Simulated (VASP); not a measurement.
A run of VASP 6.6.1:

Contents of INCAR:

```
PREC = Accurate
ENCUT = 600
EDIFF = 1E-6
ISMEAR = 0
SIGMA = 0.03
LREAL = F
LASPH = T
NELM = 80
ALGO = Normal
ISIF = 3
LWAVE = F
LCHARG = F
GGA = PE
IBRION = 2
NSW = 90
EDIFFG = -0.01
KPAR = 2
```

File KPOINTS:

```
Automatic mesh
0
Gamma
  9 9 5
```

Contents of POSCAR:

```
SnSe2
1.0
    3.8110000000      0.0000000000      0.0000000000
   -1.9055000000      3.3004228138      0.0000000000
    0.0000000000      0.0000000000      6.1360000000
Sn Se
1 2
Direct
    0.0000000000      0.0000000000      0.0000000000
    0.3333333333      0.6666666667      0.2490000000
    0.6666666667      0.3333333333      0.7510000000
```

Potentials or basis: VASP PAW PBE potentials, release 64 (Sn_d, Se).

Run with:

```bash
$ cat potpaw_PBE.64/Sn_d/POTCAR potpaw_PBE.64/Se/POTCAR > POTCAR
$ mpirun -np 2 vasp_std > vasp.out
```

Hardware: 2 MPI ranks on Intel(R) Xeon(R) Platinum 8259CL CPU @ 2.50GHz (Skylake/Cascade Lake), with other jobs on the host.

Q: Estimate the wall time of this run.

A: Run time: 9 min on 2 MPI ranks on Intel(R) Xeon(R) Platinum 8259CL CPU @ 2.50GHz (Skylake/Cascade Lake), on a shared host, peak memory 0.25 GiB a rank. Counts: scf iterations 135, k points 50, ion steps 17.
